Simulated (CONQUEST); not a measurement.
# ZnAu (Pm-3m) in CONQUEST: equation of state

Aim: energy against volume of ZnAu in PBE, for its equilibrium volume and stiffness.

Program: CONQUEST 1.3. These are calculated values, not measurements. Logs are shortened: lines on timing, memory, paths and dates and some standing lists are left out, and cuts for length are marked.

## (1) The crystal as given

It takes space group Pm-3m (No. 221, cubic). Conventional cell: a = 3.147 Å, b = 3.147 Å, c = 3.147 Å, α = 90.00°, β = 90.00°, γ = 90.00°. Au (site symmetry m-3m) is surrounded by 8 Zn at 2.73 Å. Around Zn (site symmetry m-3m) lie 8 Au at 2.73 Å.

## (2) Equation of state, PBE, 14.65 Å³/atom (volume scaled by 0.94)

Contents of Conquest_input:

```
IO.Title ZnAu
IO.Coordinates coords.dat
IO.FractionalAtomicCoords T
IO.Iprint 2
IO.Iprint_init 1
General.NumberOfSpecies 2
General.PseudopotentialType hamann
AtomMove.TypeOfRun static
AtomMove.FullStress T
Grid.PointsAlongX 32
Grid.PointsAlongY 32
Grid.PointsAlongZ 32
DM.SolutionMethod diagon
Diag.MPMesh T
Diag.GammaCentred T
Diag.MPMeshX 8
Diag.MPMeshY 8
Diag.MPMeshZ 8
Diag.kT 0.00183747
minE.SCTolerance 1e-6
SC.MaxIters 100
IO.AtomChargeOutput T
%block ChemicalSpeciesLabel
1 196.970 Au
2 65.390 Zn
%endblock
```

Contents of coords.dat:

```
    5.8255673536     0.0000000000     0.0000000000
    0.0000000000     5.8255673536     0.0000000000
    0.0000000000     0.0000000000     5.8255673536
2
  0.0000000000   0.0000000000   0.0000000000 1 T T T
  0.5000000000   0.5000000000   0.5000000000 2 T T T
```

Potentials or basis: PseudoDojo NC PBE, DZP, grid of 32 × 32 × 32 points.

The run is started by

```sh
OMP_NUM_THREADS=1 Conquest
```

Output:

```text
Simulation cell dimensions:     5.8256 a0 x     5.8256 a0 x     5.8256 a0

      Atomic coordinates (a0)
         Atom         X         Y         Z  Species
            1    0.0000    0.0000    0.0000        1
            2    2.9128    2.9128    2.9128        2

         Monkhorst-Pack mesh:   8 x   8 x   8 gamma-centred
        This calculation includes non-local pseudopotentials,
         with a maximum core radius of      7.11510834

    Job title: ZnAu
    Job to be run: static calculation

[... 5 lines left out ...]
      Using Fermi-Dirac smearing

    Integration grid size:     32 x   32 x   32

    Integration grid spacing:  0.182 a0 x 0.182 a0 x 0.182 a0

    Number of species:  2
    --------------------------------------------------------
    |   #  mass (au)  Charge (e)  SF Rad (a0)  NSF  Label  |
    --------------------------------------------------------
    |   1    196.970      19.000        7.464   19  Au     |
    |   2     65.390      20.000        6.554   19  Zn     |
    --------------------------------------------------------
          SCF tolerance:                 0.00000100
          SCF iterations:               100

    The functional used will be GGA PBE96

           radial cut-off to be used is taken to be max PAO cut-off radius for this species:    7.115108

           greatest ang. mom. for making density from PAOs:  2

           radial cut-off to be used is taken to be max PAO cut-off radius for this species:    6.252882

           greatest ang. mom. for making density from PAOs:  2
    Minimum blocs/proc is      512. Maximum blocs/proc is      512
    set_atom_dens: In set_atomic_density, electrons :      39.000000000000
 matrix_size & matrix_size_padH =           38          38

    Screened ion int: energy:    -296.908420943986 Ha

    new_SC_potl: Starting.  Tolerance:  0.10000E-05

    PulayMixSC: Starting Pulay mixing, A_up =  0.500 A_dn =  0.500
    PulayMixSC: Spin non-polarised calculation.
          Harris-Foulkes Energy            :      -357.248715281193256 Ha
          GroundState Energy (E-(1/2)TS)   :      -357.248826970542552 Ha
          Free Energy (E-TS)               :      -357.248938659891849 Ha
          DFT Total Energy                 :      -357.208976985875211 Ha
          Total number of electrons        :        39.000000000000583
    PulayMixSC: Pulay iteration     1 residual:              0.27453E-02
          Harris-Foulkes Energy            :      -357.230441028845007 Ha
          GroundState Energy (E-(1/2)TS)   :      -357.230488948475966 Ha
          Free Energy (E-TS)               :      -357.230536868106924 Ha
          DFT Total Energy                 :      -357.228027780664775 Ha
          Total number of electrons        :        39.000015081351584
    PulayMixSC: Pulay iteration     2 residual:              0.67284E-03
          Harris-Foulkes Energy            :      -357.229526259487159 Ha
          GroundState Energy (E-(1/2)TS)   :      -357.229579962784669 Ha
          Free Energy (E-TS)               :      -357.229633666082123 Ha
          DFT Total Energy                 :      -357.229182748918959 Ha
          Total number of electrons        :        39.000022153518017
    PulayMixSC: Pulay iteration     3 residual:              0.41006E-03
          Harris-Foulkes Energy            :      -357.229383686808092 Ha
          GroundState Energy (E-(1/2)TS)   :      -357.229433998907496 Ha
          Free Energy (E-TS)               :      -357.229484311006900 Ha
          DFT Total Energy                 :      -357.229367000154639 Ha
          Total number of electrons        :        39.000026578700556
    PulayMixSC: Pulay iteration     4 residual:              0.13984E-03
          Harris-Foulkes Energy            :      -357.229371301280025 Ha
          GroundState Energy (E-(1/2)TS)   :      -357.229421911565339 Ha
          Free Energy (E-TS)               :      -357.229472521850653 Ha
          DFT Total Energy                 :      -357.229371266905787 Ha
          Total number of electrons        :        39.000028761222069
    PulayMixSC: Pulay iteration     5 residual:              0.57156E-05
          Harris-Foulkes Energy            :      -357.229371172764559 Ha
          GroundState Energy (E-(1/2)TS)   :      -357.229421813483157 Ha
          Free Energy (E-TS)               :      -357.229472454201812 Ha
          DFT Total Energy                 :      -357.229371171546632 Ha
          Total number of electrons        :        39.000030489281407
    PulayMixSC: Pulay iteration     6 residual:              0.45337E-06
    PulayMixSC: Reached SCF tolerance of  0.45337E-06 after      6 iterations
      | Number of electrons      =        39.000030
      |* band energy as 2Tr[K.H] =       -57.807703250800117 Ha
      |  screened ion-ion energy =      -296.908420943986471 Ha
      |  Ha correction           =         1.967905482773282 Ha
      |  XC correction           =        -4.481156589779244 Ha
      | GS Energy as E-(1/2)TS   =      -357.229421813483157 Ha
      | Free Energy as E-TS      =      -357.229472454201812 Ha
      |* Harris-Foulkes energy   =      -357.229371172764559 Ha
      |* DFT total energy        =      -357.229371171546632 Ha
      |  estimated accuracy      =        -0.000000001217927 Ha

    force: Forces on atoms (Ha/a0)
    force:  Atom   X              Y              Z
    force:     1  -0.0000000000  -0.0000000000  -0.0000000000
    force:     2   0.0000000000   0.0000000000   0.0000000000

    force: Maximum force :        0.00000000(Ha/a0) on atom         1 in z direction
    force: Force Residual:        0.00000000 Ha/a0
    force: Total stress:        -16.73574813     0.00000000     0.00000000 GPa
                             0.00000000   -16.73574813     0.00000000
                             0.00000000     0.00000000   -16.73574813
    force: Average pressure:     16.73574813 GPa

    force: Finished force
    get_E_and_F: Change in energy during last step of electronic optimisation:  0.12852E-06

    BIBLIOGRAPHY: Please consider citing the following references in the conquest.bib file

    CONQUEST:         Bowler2002pt, Miyazaki2004, Nakata2020
    Basis:            Bowler2019
    DM:               Bowler:2006xr
    Pseudopotentials: Hamann2013, Bowler2019
    XC functional:    Perdew1996
```

Wall time 55 s (1 thread of Intel Xeon Platinum 8488C (Sapphire Rapids), shared host); peak memory 0.41 GiB.

Results:

- Free energy: -9720.7092 eV
- Pressure: 16.7 GPa
- Band gap on the k mesh: none (metal or under the smearing width)

Caveat: the basis of atomic orbitals isn't converged, which shifts pressures, moduli and gaps.

## (3) Equation of state, PBE, 14.96 Å³/atom (volume scaled by 0.96)

Conquest_input is that of step 2.

Contents of coords.dat:

```
    5.8665938276     0.0000000000     0.0000000000
    0.0000000000     5.8665938276     0.0000000000
    0.0000000000     0.0000000000     5.8665938276
2
  0.0000000000   0.0000000000   0.0000000000 1 T T T
  0.5000000000   0.5000000000   0.5000000000 2 T T T
```

Potentials or basis: PseudoDojo NC PBE, DZP, grid of 32 × 32 × 32 points.

The run is started by

```sh
OMP_NUM_THREADS=1 Conquest
```

Wall time 54 s (1 thread of Intel Xeon Platinum 8488C (Sapphire Rapids), shared host); peak memory 0.4 GiB.

It converged, with:

```yaml
Free_energy: -9720.7657 eV
Pressure: 13.1 GPa
Band_gap_on_the_k_mesh: none (metal or under the smearing width)
```

Caveat: the basis of atomic orbitals isn't converged, which shifts pressures, moduli and gaps.

## (4) Equation of state, PBE, 15.27 Å³/atom (volume scaled by 0.98)

Conquest_input is that of step 3.

Contents of coords.dat:

```
    5.9070543738     0.0000000000     0.0000000000
    0.0000000000     5.9070543738     0.0000000000
    0.0000000000     0.0000000000     5.9070543738
2
  0.0000000000   0.0000000000   0.0000000000 1 T T T
  0.5000000000   0.5000000000   0.5000000000 2 T T T
```

Potentials or basis: PseudoDojo NC PBE, DZP, grid of 32 × 32 × 32 points.

The run is started by

```sh
OMP_NUM_THREADS=1 Conquest
```

Output:

```text
Simulation cell dimensions:     5.9071 a0 x     5.9071 a0 x     5.9071 a0

      Atomic coordinates (a0)
         Atom         X         Y         Z  Species
            1    0.0000    0.0000    0.0000        1
            2    2.9535    2.9535    2.9535        2

         Monkhorst-Pack mesh:   8 x   8 x   8 gamma-centred
        This calculation includes non-local pseudopotentials,
         with a maximum core radius of      7.11510834

    Job title: ZnAu
    Job to be run: static calculation

[... 5 lines left out ...]
      Using Fermi-Dirac smearing

    Integration grid size:     32 x   32 x   32

    Integration grid spacing:  0.185 a0 x 0.185 a0 x 0.185 a0

    Number of species:  2
    --------------------------------------------------------
    |   #  mass (au)  Charge (e)  SF Rad (a0)  NSF  Label  |
    --------------------------------------------------------
    |   1    196.970      19.000        7.384   19  Au     |
    |   2     65.390      20.000        6.461   19  Zn     |
    --------------------------------------------------------
          SCF tolerance:                 0.00000100
          SCF iterations:               100

    The functional used will be GGA PBE96

           radial cut-off to be used is taken to be max PAO cut-off radius for this species:    7.115108

           greatest ang. mom. for making density from PAOs:  2

           radial cut-off to be used is taken to be max PAO cut-off radius for this species:    6.252882

           greatest ang. mom. for making density from PAOs:  2
[... 31 lines left out ...]
          DFT Total Energy                 :      -357.233173024339521 Ha
          Total number of electrons        :        39.000027580235233
    PulayMixSC: Pulay iteration     4 residual:              0.14101E-03
          Harris-Foulkes Energy            :      -357.233177633673051 Ha
          GroundState Energy (E-(1/2)TS)   :      -357.233213805018977 Ha
          Free Energy (E-TS)               :      -357.233249976364903 Ha
          DFT Total Energy                 :      -357.233177586231648 Ha
          Total number of electrons        :        39.000030191663420
    PulayMixSC: Pulay iteration     5 residual:              0.61232E-05
          Harris-Foulkes Energy            :      -357.233177620555068 Ha
          GroundState Energy (E-(1/2)TS)   :      -357.233213813177088 Ha
          Free Energy (E-TS)               :      -357.233250005799164 Ha
          DFT Total Energy                 :      -357.233177620062861 Ha
          Total number of electrons        :        39.000030044253165
    PulayMixSC: Pulay iteration     6 residual:              0.38332E-06
    PulayMixSC: Reached SCF tolerance of  0.38332E-06 after      6 iterations
      | Number of electrons      =        39.000030
      |* band energy as 2Tr[K.H] =       -57.735156174875421 Ha
      |  screened ion-ion energy =      -296.992172184567210 Ha
      |  Ha correction           =         1.985364442650173 Ha
      |  XC correction           =        -4.491216752820990 Ha
      | GS Energy as E-(1/2)TS   =      -357.233213813177088 Ha
      | Free Energy as E-TS      =      -357.233250005799164 Ha
      |* Harris-Foulkes energy   =      -357.233177620555068 Ha
      |* DFT total energy        =      -357.233177620062861 Ha
      |  estimated accuracy      =        -0.000000000492207 Ha

    force: Forces on atoms (Ha/a0)
    force:  Atom   X              Y              Z
    force:     1  -0.0000000000  -0.0000000000  -0.0000000000
    force:     2   0.0000000000  -0.0000000000   0.0000000000

    force: Maximum force :        0.00000000(Ha/a0) on atom         1 in z direction
    force: Force Residual:        0.00000000 Ha/a0
    force: Total stress:         -9.95941098     0.00000000     0.00000000 GPa
                             0.00000000    -9.95941098     0.00000000
                             0.00000000     0.00000000    -9.95941098
    force: Average pressure:      9.95941098 GPa

    force: Finished force
    get_E_and_F: Change in energy during last step of electronic optimisation:  0.13118E-07

    BIBLIOGRAPHY: Please consider citing the following references in the conquest.bib file

    CONQUEST:         Bowler2002pt, Miyazaki2004, Nakata2020
    Basis:            Bowler2019
    DM:               Bowler:2006xr
    Pseudopotentials: Hamann2013, Bowler2019
    XC functional:    Perdew1996
```

Wall time 55 s (1 thread of Intel Xeon Platinum 8488C (Sapphire Rapids), shared host); peak memory 0.38 GiB.

What came out:

* Free energy: -9720.8119 eV
* Pressure: 10.0 GPa
* Band gap on the k mesh: none (metal or under the smearing width)

Caveat: the basis of atomic orbitals isn't converged, which shifts pressures, moduli and gaps.

## (5) Equation of state, PBE, 15.58 Å³/atom

Conquest_input is that of step 4.

Contents of coords.dat:

```
    5.9469681142     0.0000000000     0.0000000000
    0.0000000000     5.9469681142     0.0000000000
    0.0000000000     0.0000000000     5.9469681142
2
  0.0000000000   0.0000000000   0.0000000000 1 T T T
  0.5000000000   0.5000000000   0.5000000000 2 T T T
```

The run is started by

```sh
OMP_NUM_THREADS=1 Conquest
```

Run time: 54 s. Hardware: 1 thread of Intel Xeon Platinum 8488C (Sapphire Rapids), shared host; peak memory 0.38 GiB.

It converged, with:

```yaml
Free_energy: -9720.8432 eV
Pressure: 6.1 GPa
Band_gap_on_the_k_mesh: none (metal or under the smearing width)
```

Caveat: the basis of atomic orbitals isn't converged, which shifts pressures, moduli and gaps.

## (6) Equation of state, PBE, 15.89 Å³/atom (volume scaled by 1.02)

Conquest_input is that of step 5.

Contents of coords.dat:

```
    5.9863531568     0.0000000000     0.0000000000
    0.0000000000     5.9863531568     0.0000000000
    0.0000000000     0.0000000000     5.9863531568
2
  0.0000000000   0.0000000000   0.0000000000 1 T T T
  0.5000000000   0.5000000000   0.5000000000 2 T T T
```

Potentials or basis: PseudoDojo NC PBE, DZP, grid of 32 × 32 × 32 points.

The run is started by

```sh
OMP_NUM_THREADS=1 Conquest
```

It took 54 s on 1 thread of Intel Xeon Platinum 8488C (Sapphire Rapids), shared host; peak memory 0.38 GiB.

The run converged. Its results:

- Free energy: -9720.8635 eV
- Pressure: 4.2 GPa
- Band gap on the k mesh: none (metal or under the smearing width)

Caveat: the basis of atomic orbitals isn't converged, which shifts pressures, moduli and gaps.

## (7) Equation of state, PBE, 16.21 Å³/atom (volume scaled by 1.04)

Conquest_input is that of step 6.

Contents of coords.dat:

```
    6.0252266691     0.0000000000     0.0000000000
    0.0000000000     6.0252266691     0.0000000000
    0.0000000000     0.0000000000     6.0252266691
2
  0.0000000000   0.0000000000   0.0000000000 1 T T T
  0.5000000000   0.5000000000   0.5000000000 2 T T T
```

The run is started by

```sh
OMP_NUM_THREADS=1 Conquest
```

Run time: 47 s. Hardware: 1 thread of Intel Xeon Platinum 8488C (Sapphire Rapids), shared host; peak memory 0.37 GiB.

Results (log left out):

| Item | Value |
| --- | --- |
| Free energy | -9720.8736 eV |
| Pressure | 1.2 GPa |
| Band gap on the k mesh | none (metal or under the smearing width) |

Caveat: the basis of atomic orbitals isn't converged, which shifts pressures, moduli and gaps.

## (8) Equation of state, PBE, 16.52 Å³/atom (volume scaled by 1.06)

Conquest_input is that of step 7.

Contents of coords.dat:

```
    6.0636049438     0.0000000000     0.0000000000
    0.0000000000     6.0636049438     0.0000000000
    0.0000000000     0.0000000000     6.0636049438
2
  0.0000000000   0.0000000000   0.0000000000 1 T T T
  0.5000000000   0.5000000000   0.5000000000 2 T T T
```

The run is started by

```sh
OMP_NUM_THREADS=1 Conquest
```

Wall time 46 s (1 thread of Intel Xeon Platinum 8488C (Sapphire Rapids), shared host); peak memory 0.36 GiB.

The run converged. Its results:

```yaml
Free_energy: -9720.8743 eV
Pressure: -0.2 GPa
Band_gap_on_the_k_mesh: none (metal or under the smearing width)
```

Caveat: the basis of atomic orbitals isn't converged, which shifts pressures, moduli and gaps.

## (9) Equation of state, PBE

Potentials or basis: PseudoDojo NC PBE, DZP, grid of 32 × 32 × 32 points.

This step only gathers the single runs of the series.

Results:

* Equilibrium volume: 16.37 Å³/atom
* Bulk modulus: 126 GPa
* Pressure derivative of the bulk modulus: 3.2 (rough: it moves with the points fitted)

Energy against volume, from the lowest point:
| volume (Å³/atom) | energy (meV/atom) |
| --- | --- |
| 14.648 | 82.57 |
| 14.960 | 54.30 |
| 15.272 | 31.17 |
| 15.583 | 15.54 |
| 15.895 | 5.41 |
| 16.207 | 0.33 |
| 16.518 | 0.00 |

Caveat: the DZP basis gives volumes some 2 % larger than converged bases do, and moduli off by several per cent; the basis of atomic orbitals isn't converged, which shifts pressures, moduli and gaps.
